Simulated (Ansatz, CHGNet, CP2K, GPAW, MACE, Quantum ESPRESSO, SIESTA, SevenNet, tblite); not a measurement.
# Codes compared on AlP(100) slab, H on both faces (90 atoms)

Aim: run AlP(100) slab, H on both faces (90 atoms) in several programs and set results and cost side by side. A plane-wave run serves as the reference.

Calculated with Ansatz 0.2.0; Kohn-Sham DFT, PBE, PAW, plane waves.

**1. Set-up**

The cell holds 90 atoms: 27 Al, 27 P and 36 H. Its edges and angles: a = 11.589 Å, b = 11.589 Å, c = 18.561 Å, α = 90.0°, β = 90.0°, γ = 90.0°. It derives from AlP (zinc-blende). Zinc-blende AlP (a = 5.463 Å), (100) slab of 6 atomic planes, 3 x 3 surface cells, H on the broken bonds of both faces, 10 Å of vacuum; displaced by a Gaussian of 0.02 Å. Then every atom was moved at random, 0.02 Å r.m.s. a Cartesian component (hydrogen 0.6 of that). Regions: slab, 54 atoms (27 Al and 27 P); hydrogen, 36 atoms (36 H). Vacuum lies along c.

**2. Reference: Ansatz, plane waves**

The PAW files are the set soft_2.

input.yaml

```yaml
crystal:
  lattice:
    - [11.58877, 0.0, 0.0]
    - [0.0, 11.58877, 0.0]
    - [0.0, 0.0, 18.5608]
  atoms:
    - { symbol: Al, position: [0.26587, 0.16953, 0.38638] }
    - { symbol: P, position: [0.26553, 0.33, 0.31558] }
    - { symbol: Al, position: [0.10177, 0.33509, 0.53282] }
    - { symbol: P, position: [0.10478, 0.16784, 0.45968] }
    [... 80 atom lines left out ...]
    - { symbol: H, position: [0.04725, 0.49755, 0.73109] }
    - { symbol: H, position: [0.82212, 0.502, 0.72866] }
    - { symbol: H, position: [0.0326, 8.0e-05, 0.27075] }
    - { symbol: H, position: [0.83335, 0.99951, 0.26917] }
    - { symbol: H, position: [0.04409, 0.83568, 0.73101] }
    - { symbol: H, position: [0.81991, 0.83253, 0.72837] }
kpoints:
  mp_grid: { grid: [1, 1, 1] }
hamiltonian:
  xc: pbe
scf:
  occupations: { method: fermi_dirac, width: 0.05 }
output:
  forces: true
  eigenvalues: true
  populations: true
```

Launch:

```bash
$ ansatz run input.yaml --threads 8 --pin off --max-ram 15872MiB --backend cpu --events-out ev --progress --plain --runs-dir out
```

Numbers of over 12 decimals in the logs are rounded to 6 here.

What it wrote:

```text
[...]
Pseudopotentials: kind: paw
Pseudopotential: Al, paw, valence charge 3, recommended cutoff 420 eV (normal), Al.paw.azcp
Pseudopotential: P, paw, valence charge 5, recommended cutoff 420 eV (normal), P.paw.azcp
Pseudopotential: H, paw, valence charge 1, recommended cutoff 420 eV (normal), H.paw.azcp
[... 5 lines on functional and potentials left out ...]
Crystal: 90 atoms, lattice volume = 2492.708 Å³
Basis set: ecut = 420 eV, 48775 PW (Γ), exchange–correlation on 160×160×250 points (8 copies of the dense FFT grid, shifted against one another)
Bands: 216, of which v1, the nominal top of the filled ones, is band 126 counted from 1 (125 counted from 0)
Symmetry: 1 space group operations
Space group: P1 (ITA 1), of the structure as read, at distance tolerance 1.4e-4 Å
k-points: 1
[... 7 lines on functional and potentials left out ...]
Initial density: superposition of atomic densities (neutral atoms: chi_scale 0, normalization atom), corrected by the library's trained network
Initial wavefunctions: pseudopotential atomic-orbital guess
[...]
SCF iter   1: F=—  HF=-35491.907003 eV  |F-HF|=—  |Δ(HF+E_count)|=         —  Δρ=7.70e-3  dr2=1.85e1  ethr=1.77e-3  ⟨swp⟩=10.0  Hψ=1426  notcnv=0  defer=30
preconditioner: auto → LDOS  [insulator: Δε(μ)=0.205 eV  Ē_g=9.027 eV  σ=0.050 eV  W_gap=0.77  n_scr=294 (ndim 8)  ℏωp=11.8 eV  f_vac=0.407  D(μ)=10.31/eV (n_scr^D=28)  ε∞_Penn≈2.7  β→1.0]
[...]
SCF iter  17: F=—  HF=-35490.918351 eV  |F-HF|=—  |Δ(HF+E_count)|=   1.99e-7  Δρ=2.08e-6  dr2=2.77e-7  ethr=4.11e-10  ⟨swp⟩=2.0  Hψ=237  notcnv=0  defer=57
SCF iter  18: F=-35490.918351 eV  HF=-35490.918351 eV  |F-HF|=4.06e-8  |Δ(HF+E_count)|=   3.14e-8  Δρ=1.18e-6  dr2=7.16e-8  ethr=3.97e-11  ⟨swp⟩=23.0  Hψ=1780  notcnv=0
SCF 1 converged in 18 iterations: F = -35490.918351 eV  dr2 = 7.16e-8
[...]
SCF converged after 18 iterations
Free energy (F): -35490.918351 eV
Harris-Foulkes:  -35490.918351 eV  (|F-HF|=4.06e-8)
Internal energy: -35490.620515 eV  (E = F + TS)
E sigma→0 (E₀):  -35490.769433 eV
Entropy (-TS):   -0.297836 eV (-3.309 meV/atom)
Fermi energy:    1.752635 eV
--- Per-component energies (eV) ---
[...]
Σ components = -35490.918351   (vs F -35490.918351, Δ=0.00e0)
--- Forces (eV/Å), atoms counted from 1 ---
  atom   1  Al     0.30054007    -0.65792187     0.54945515
  atom   2  P     -0.09904472     0.98060165    -0.29553909
  atom   3  Al    -0.37565406    -0.05597877     0.50995731
  atom   4  P     -0.77701021    -0.19697714    -0.55553576
[...]
atom  90  H     -0.20795925    -0.02768595     0.58177223
  max |Σ_I F_I| component: 6.82e-5 eV/Å
--- Band table (eV) ---
  k-point 0: bands = ["-13.0319", "-12.7311", "-12.6036", "-12.4652", [... 200 levels ...], "5.5952", "5.6202", "5.6511", "5.6757", "5.7095", "5.7264", "5.7526", "5.7719", "5.8472", "5.8641", "5.9731", "6.1390"]
--- Löwdin populations: 90 sites ---
  site symbol       q [e]
     0     Al      2.6707
     1      P      4.9289
     2     Al      2.6069
[...]
89      H      1.1331
  spilling = 0.011601 (of n_electrons = 252.000000)
```

It took 13 s on 8 threads of Arm Neoverse V2, shared host; peak memory 2.1 GiB; 93 s of CPU time.

Read from the output:

```yaml
free_energy: -35490.9184 eV
free_energy_per_atom: -394.3435 eV/atom
scf_cycles: 18
r_m_s_force_component: 0.5113 eV/Å
longest_force: 2.23 eV/Å
fermi_energy: 1.753 eV
levels_partly_filled_by_over_2_per_cent: 7
spilling_of_the_projection: 0.0116
```

Length of the force by element:

| element | coordination | atoms | mean length of the force (eV/Å) | spread | least | most |
| --- | --- | --- | --- | --- | --- | --- |
| Al | all | 27 | 0.810 | 0.289 | 0.201 | 1.37 |
| H | all | 36 | 0.565 | 0.231 | 0.273 | 1.24 |
| P | all | 27 | 1.09 | 0.434 | 0.408 | 2.23 |

Löwdin charges by element (they lack the spilled electrons, 0.032 e an atom on average):

| element | coordination | atoms | mean charge (e) | spread | least | most |
| --- | --- | --- | --- | --- | --- | --- |
| Al | all | 27 | 0.396 | 0.0557 | 0.321 | 0.483 |
| H | all | 36 | -0.0578 | 0.07 | -0.146 | 0.0205 |
| P | all | 27 | -0.210 | 0.206 | -0.366 | 0.086 |

By region:

| region | atoms | mean length of the force (eV/Å) |
| --- | --- | --- |
| slab | 54 | 0.95 |
| hydrogen | 36 | 0.565 |

The levels nearest the highest filled one (over half full), pooled over k-points and spins:

| level less the highest filled one (eV) | occupation |
| --- | --- |
| -1.80 | 2 |
| -1.76 | 2 |
| -0.448 | 2 |
| -0.0133 | 1.23 |
| -0.0103 | 1.20 |
| 0 | 1.10 |
| 0.134 | 0.156 |
| 0.151 | 0.114 |
| 0.164 | 0.088 |
| 0.203 | 0.042 |
| 0.222 | 0.029 |
| 0.248 | 0.017 |

**3. Local order**

Normalised to the volume that the atoms fill. Pair distribution functions g(r), in bins of 0.2 Å:

| r (Å) | total | H-H | H-Al | H-P | Al-Al | Al-P | P-P |
| --- | --- | --- | --- | --- | --- | --- | --- |
| 1.20 | 0.53 | 3.28 | 0.00 | 0.00 | 0.00 | 0.00 | 0.00 |
| 1.40 | 1.50 | 1.50 | 0.00 | 5.23 | 0.00 | 0.00 | 0.00 |
| 1.60 | 1.55 | 3.30 | 4.28 | 0.00 | 0.00 | 0.00 | 0.00 |
| 1.80 | 0.00 | 0.00 | 0.00 | 0.00 | 0.00 | 0.00 | 0.00 |
| 2.00 | 0.00 | 0.00 | 0.00 | 0.00 | 0.00 | 0.00 | 0.00 |
| 2.20 | 0.16 | 0.17 | 0.00 | 0.00 | 0.00 | 0.76 | 0.00 |
| 2.40 | 2.32 | 1.29 | 0.00 | 0.00 | 0.00 | 11.72 | 0.00 |
| 2.60 | 0.29 | 1.19 | 0.41 | 0.00 | 0.00 | 0.00 | 0.00 |
| 2.80 | 0.56 | 0.00 | 1.01 | 1.33 | 0.00 | 0.00 | 0.00 |
| 3.00 | 0.04 | 0.00 | 0.19 | 0.00 | 0.00 | 0.00 | 0.00 |
| 3.20 | 0.89 | 0.00 | 1.94 | 1.78 | 0.00 | 0.00 | 0.00 |
| 3.40 | 0.05 | 0.00 | 0.00 | 0.21 | 0.00 | 0.00 | 0.00 |
| 3.60 | 0.00 | 0.00 | 0.00 | 0.00 | 0.00 | 0.00 | 0.00 |
| 3.80 | 2.68 | 3.72 | 0.00 | 0.19 | 11.75 | 0.00 | 10.93 |
| 4.00 | 1.30 | 1.36 | 1.43 | 1.69 | 1.42 | 0.00 | 2.22 |
| 4.20 | 1.18 | 1.01 | 2.31 | 1.94 | 0.00 | 0.00 | 0.00 |
| 4.40 | 0.36 | 0.31 | 0.00 | 0.00 | 0.00 | 1.75 | 0.00 |
| 4.60 | 1.52 | 1.21 | 0.16 | 0.03 | 0.00 | 7.12 | 0.00 |
| 4.80 | 0.40 | 0.00 | 0.78 | 0.89 | 0.00 | 0.00 | 0.00 |
| 5.00 | 0.35 | 0.03 | 0.42 | 1.01 | 0.00 | 0.00 | 0.00 |
| 5.20 | 0.46 | 0.26 | 1.13 | 0.62 | 0.00 | 0.00 | 0.00 |
| 5.40 | 0.82 | 2.16 | 0.02 | 0.00 | 2.68 | 0.00 | 2.58 |
| 5.60 | 0.16 | 0.23 | 0.00 | 0.00 | 0.61 | 0.00 | 0.71 |
| 5.80 | 0.32 | 0.00 | 0.93 | 0.07 | 0.00 | 0.45 | 0.00 |
| 6.00 | 0.96 | 0.00 | 0.22 | 0.84 | 0.00 | 3.91 | 0.00 |
| 6.20 | 0.38 | 0.21 | 0.85 | 0.60 | 0.00 | 0.00 | 0.00 |
| 6.40 | 0.78 | 0.57 | 1.12 | 1.75 | 0.00 | 0.00 | 0.00 |
| 6.60 | 0.92 | 0.34 | 0.45 | 0.37 | 3.79 | 0.00 | 3.65 |

Bonds by pair of elements; cutoffs follow the first minimum of g(r), held within bounds set by covalent radii, and pairs that aren't listed don't count as bonded:

| pair A-B | cutoff (Å) | bonds | mean length (Å) | spread (Å) | shortest (Å) | B about A | A about B |
| --- | --- | --- | --- | --- | --- | --- | --- |
| H-Al | 2.02 | 18 | 1.57 | 0.034 | 1.52 | 0.5 | 0.667 |
| H-P | 1.73 | 18 | 1.42 | 0.028 | 1.37 | 0.5 | 0.667 |
| Al-P | 2.83 | 90 | 2.37 | 0.042 | 2.26 | 3.33 | 3.33 |

How many atoms have how many bonded neighbours:

| element | mean | 1 | 4 |
| --- | --- | --- | --- |
| Al | 4 | 0 | 27 |
| H | 1 | 36 | 0 |
| P | 4 | 0 | 27 |

**4. What was run beside it**

The programs:
- CP2K 2026.2: Gaussian basis with GTH pseudopotentials and a plane-wave density; labels give functional, basis (MOLOPT sets; SR short-range, UZH the newer set with its own potentials), grid cutoff/relative cutoff and solver (OT: orbital transformation; TRS4, TC2, SIGN: linear-scaling purification with its sparsity filter), or its built-in tight binding.
- GPAW 26.7.0: PAW with atomic orbitals (LCAO), plane waves or a real-space grid of spacing h.
- MACE: machine-learned potential, published weights.
- Quantum ESPRESSO 7.5: plane waves; labels (QE) give functional, pseudopotential set and cutoffs of waves/density.
- SIESTA 5.4.2: numerical atomic orbitals, whose automatically made sets are far from complete, with PseudoDojo norm-conserving potentials that we converted to its format (checked against plane waves on the same files for H, C, O, Si, Ge and Ca alone); labels give functional, basis size, energy shift and mesh cutoff.
- SevenNet: machine-learned potential, published weights.
- tblite 0.8.0: extended tight binding, driven from Python.

All use the same cell and atoms; the electronic-structure runs use the same k-mesh, and an electronic temperature of 580 K (0.05 eV) where levels are smeared.

Differences are against the plane-wave reference, forces as r.m.s. over components; share is that over the reference's r.m.s. force, slope the least-squares factor from reference forces to these. Total energies of different programs have different zeros and aren't compared.

| run | Δ force, r.m.s. (meV/Å) | share (%) | slope | cores | CPU time | memory (GiB) |
| --- | --- | --- | --- | --- | --- | --- |
| reference | - | - | - | 8 | 93 s | 2.1 |
| CP2K LDA, DZVP-MOLOPT-SR, 450/50 Ry, diagonalisation | 68.8 | 13.5 | 1.016 | 2 | 4.2 min | 3.5 |
| CP2K PBE, DZVP-MOLOPT-SR, 315/50 Ry, diagonalisation (coarse) | 78.4 | 15.3 | 1.014 | 2 | 4.9 min | 2.3 |
| CP2K PBE, DZVP-MOLOPT-SR, 450/30 Ry, diagonalisation (coarse) | 78.4 | 15.3 | 1.014 | 2 | 5 min | 3.7 |
| CP2K PBE, DZVP-MOLOPT-SR, 450/50 Ry, diagonalisation | 78.4 | 15.3 | 1.014 | 2 | 6.1 min | 3.7 |
| CP2K PBE, DZVP-MOLOPT-SR, 630/50 Ry, diagonalisation | 78.4 | 15.3 | 1.014 | 2 | 8.7 min | 6.2 |
| CP2K PBE, DZVP-UZH, 450/50 Ry, diagonalisation | 53.0 | 10.4 | 0.997 | 2 | 8.1 min | 3.7 |
| CP2K PBE, SZV-MOLOPT-SR, 450/50 Ry, diagonalisation (coarse) | 345 | 67.6 | 1.141 | 1 | 4.3 min | 3.5 |
| CP2K PBE, TZVP-MOLOPT (SR for Al), 450/50 Ry, diagonalisation | 27.3 | 5.34 | 1.002 | 4 | 18 min | 5.0 |
| GPAW PBE, LCAO dzp, h 0.2 Å | 112 | 21.9 | 1.085 | 1 | 3 min | 1.5 |
| GPAW PBE, LCAO dzp, h 0.2 Å, other mixer settings | 113 | 22.1 | 1.086 | 2 | 8.2 min | 1.6 |
| GPAW PBE, LCAO dzp, h 0.25 Å (coarse) | 169 | 33.1 | 1.075 | 1 | 2.1 min | 1 |
| GPAW PBE, LCAO sz(dzp), h 0.2 Å (coarse) | 875 | 171 | 1.484 | 1 | 78 s | 1.2 |
| GPAW PBE, grid h 0.2 Å | 14.1 | 2.75 | 1.012 | 4 | 11 min | 2.9 |
| MACE MP-0b3 medium potential | 284 | 55.5 | 0.753 | 1 | 6.9 s | 0.88 |
| QE PBE, sg15-1.2, 60/240 Ry (coarse) | 7.82 | 1.53 | 0.999 | 4 | 19 min | 2.7 |
| QE PBE, sssp-1.3.0-efficiency, 20/160 Ry (coarse) | 53.7 | 10.5 | 1.037 | 2 | 8 min | 1.5 |
| QE PBE, sssp-1.3.0-efficiency, 45/360 Ry | 6.86 | 1.34 | 1.006 | 4 | 20 min | 5.2 |
| SIESTA PBE, DZP, shift 0.01 Ry, mesh 100 Ry (coarse) | 127 | 24.8 | 1.093 | 1 | 2.3 min | 0.5 |
| SIESTA PBE, DZP, shift 0.01 Ry, mesh 300 Ry | 126 | 24.7 | 1.095 | 1 | 8.9 min | 1.5 |
| SIESTA PBE, TZP, shift 0.01 Ry, mesh 300 Ry | 116 | 22.7 | 1.090 | 2 | 13 min | 2.0 |
| SevenNet l3i5 potential | 290 | 56.8 | 0.767 | 1 | 8.4 s | 1.2 |
| tblite GFN1-xTB | 652 | 128 | 0.912 | 1 | 3.9 s | 0.15 |

Rows marked coarse were listed beforehand as settings not expected to be converged; some can still land near the reference.

Times of the machine-learned potentials are mostly Python's start and the loading of weights.

CPU time is summed over cores on a shared host, where runs went side by side, so it is rough. Symmetry, cutoffs, thresholds, outputs and thread counts weren't matched or tuned between programs; memory under MPI is the largest rank's times the ranks.

Runs without a result: CP2K GFN1-xTB, diagonalisation (not converged, the SCF not settling); SIESTA PBE, SZ, shift 0.01 Ry, mesh 300 Ry (cut off at its time limit of 2.5 min); SIESTA PBE, DZP, shift 0.001 Ry, mesh 300 Ry (cut off at its time limit of 7.7 min); CP2K PBE+rVV10L, DZVP-MOLOPT-SR, 450/50 Ry, diagonalisation (cut off at its time limit of 8 min).

Mean charges by element (e), by run and scheme:

| run | scheme | Al | P | H |
| --- | --- | --- | --- | --- |
| reference | Löwdin | +0.40 | -0.21 | -0.06 |
| CP2K LDA, DZVP-MOLOPT-SR, 450/50 Ry, diagonalisation | Mulliken | +0.28 | -0.36 | +0.06 |
| CP2K LDA, DZVP-MOLOPT-SR, 450/50 Ry, diagonalisation | Hirshfeld | +0.18 | -0.12 | -0.04 |
| CP2K PBE, DZVP-MOLOPT-SR, 315/50 Ry, diagonalisation | Mulliken | +0.37 | -0.40 | +0.02 |
| CP2K PBE, DZVP-MOLOPT-SR, 315/50 Ry, diagonalisation | Hirshfeld | +0.20 | -0.13 | -0.05 |
| CP2K PBE, DZVP-MOLOPT-SR, 450/50 Ry, diagonalisation | Mulliken | +0.37 | -0.40 | +0.02 |
| CP2K PBE, DZVP-MOLOPT-SR, 450/50 Ry, diagonalisation | Hirshfeld | +0.20 | -0.13 | -0.05 |
| CP2K PBE, DZVP-MOLOPT-SR, 630/50 Ry, diagonalisation | Mulliken | +0.37 | -0.40 | +0.02 |
| CP2K PBE, DZVP-MOLOPT-SR, 630/50 Ry, diagonalisation | Hirshfeld | +0.20 | -0.13 | -0.05 |
| CP2K PBE, DZVP-UZH, 450/50 Ry, diagonalisation | Mulliken | +0.42 | -0.32 | -0.07 |
| CP2K PBE, DZVP-UZH, 450/50 Ry, diagonalisation | Hirshfeld | +0.20 | -0.13 | -0.05 |
| CP2K PBE, TZVP-MOLOPT (SR for Al), 450/50 Ry, diagonalisation | Mulliken | +0.33 | -0.26 | -0.05 |
| CP2K PBE, TZVP-MOLOPT (SR for Al), 450/50 Ry, diagonalisation | Hirshfeld | +0.20 | -0.13 | -0.05 |
| SIESTA PBE, DZP, shift 0.01 Ry, mesh 300 Ry | Hirshfeld | +0.15 | -0.08 | -0.05 |
| SIESTA PBE, TZP, shift 0.01 Ry, mesh 300 Ry | Hirshfeld | +0.16 | -0.09 | -0.05 |
| tblite GFN1-xTB | Mulliken | +0.16 | -0.13 | -0.02 |

The reference's Löwdin charges lack the electrons that the projection spills, 0.032 e an atom on average.

Within one program, basis, potentials and functional, energies share a zero. Each run against its twin at the usual cutoff or grid and solver:

| run | twin | Δ energy (meV/atom) | Δ force, r.m.s. (meV/Å) | CPU time over the twin's |
| --- | --- | --- | --- | --- |
| CP2K PBE, DZVP-MOLOPT-SR, 315/50 Ry, diagonalisation | DZVP-MOLOPT-SR, 450/50 Ry, diagonalisation | -6.0e-4 | 0.24 | 0.79 |
| CP2K PBE, DZVP-MOLOPT-SR, 450/30 Ry, diagonalisation | DZVP-MOLOPT-SR, 450/50 Ry, diagonalisation | 4.0e-4 | 0.114 | 0.82 |
| CP2K PBE, DZVP-MOLOPT-SR, 630/50 Ry, diagonalisation | DZVP-MOLOPT-SR, 450/50 Ry, diagonalisation | 3.0e-4 | 0.017 | 1.4 |
| GPAW PBE, LCAO dzp, h 0.2 Å, other mixer settings | LCAO dzp, h 0.2 Å | 6.0e-4 | 3.02 | 2.7 (this twin ran on 1 cores) |
| GPAW PBE, LCAO dzp, h 0.25 Å | LCAO dzp, h 0.2 Å | 23.1 | 104 | 0.69 |
| QE PBE, sssp-1.3.0-efficiency, 20/160 Ry | sssp-1.3.0-efficiency, 45/360 Ry | 57.2 | 47.9 | 0.4 (this twin ran on 4 cores) |
| SIESTA PBE, DZP, shift 0.01 Ry, mesh 100 Ry | DZP, shift 0.01 Ry, mesh 300 Ry | 0.338 | 7.22 | 0.26 |

**5. Results**

```json
{
  "reference r.m.s. force component": "0.511 eV/Å",
  "nearest in forces": "QE PBE, sssp-1.3.0-efficiency, 45/360 Ry, 1.3 %",
  "farthest in forces": "GPAW PBE, LCAO sz(dzp), h 0.2 Å (coarse), 171 %",
  "cheapest electronic-structure run beside the reference": "tblite GFN1-xTB, 3.9 s of CPU time"
}
```

**Reading.** PBE on plane waves or a grid with other potentials, cutoffs or grids, coarse settings apart, differs from the reference by 1.3 % (QE PBE, sssp-1.3.0-efficiency, 45/360 Ry) to 2.7 % (GPAW PBE, grid h 0.2 Å) of the r.m.s. force; this holds the reference's own error, so differences of a few per cent don't tell which side is nearer the exact PBE result (QE's 45 Ry are 612 eV, against the reference's 420 eV). The PBE runs in local orbitals, coarse settings apart, differ by 5.3 % (CP2K PBE, TZVP-MOLOPT (SR for Al), 450/50 Ry, diagonalisation) to 25 % (SIESTA PBE, DZP, shift 0.01 Ry, mesh 300 Ry); basis, grid and potentials can all enter. Tight binding differs by 128 % (tblite GFN1-xTB); it is another model, with fitted parameters of its own, and the xTB methods hold dispersion. Machine-learned potentials differ by 56 % (MACE MP-0b3 medium potential) to 57 % (SevenNet l3i5 potential); they were trained on other programs' data. The reference samples few k-points for this cell, and its sampling error, which other DFT runs on the same mesh share, can be part of so large a difference. Among those trained on PBE data the slope goes as low as 0.75, with a correlation of 0.83, so directions differ as well as sizes. Rows with another functional or a dispersion term differ by 13 % (CP2K LDA, DZVP-MOLOPT-SR, 450/50 Ry, diagonalisation), which mixes the change of model with differences of basis and potentials. Runs with settings chosen to be coarse differ by 1.5 % (QE PBE, sg15-1.2, 60/240 Ry) to 171 % (GPAW PBE, LCAO sz(dzp), h 0.2 Å), their programs' other errors included. One electronic-structure run takes under half the reference's CPU time: tblite GFN1-xTB, at 128 % in 3.9 s against 93 s, too far off to be of use. Charges hang on model, scheme and program or settings: among these rows the mean for P runs from -0.40 to -0.08 e. In the reference: 7 levels are partly filled by over 2 % (at Γ alone), and the list of levels jumps by 1.3 eV between -1.76 and -0.45 eV: the Fermi level sits among few, sparse states, as at a band edge, among defect levels or in a metal whose levels bunch into shells on a coarse mesh. In the reference: mean Löwdin charges: Al +0.40, H -0.06, P -0.21 e (they miss 1.2 % of the electrons, so they add up to more than the cell's charge). Periodic xTB results under one method name differ between programs and library versions. The potentials hold different valence shells: 252 electrons in the reference, 468 in Quantum ESPRESSO with SG15; this bears on time and differences. Machine-learned potentials mimic data converged in k, so the reference's own k-point error enters their differences. Caps of real hydrogen don't mimic the fractional bonds of a polar compound, so surface states and strained caps may belong to the model. The electronic-structure runs sample only Γ, in a cell whose shortest periodic width is 12 Å, which is coarse for a cell with partly filled levels.

[Also dropped from logs without a mark: logging warnings of Python, and SIESTA's first energy breakdown and zero terms.]

[Logs are printed without paths, hosts, clocks, repeated set-up lines and the standing remarks that a program may print on its own settings, such as how far it seeks lower states.]

[Hosts, paths, dates, database ids (printed as entryN), source tags and the programs' standing remarks are cut or masked in the printed files.]
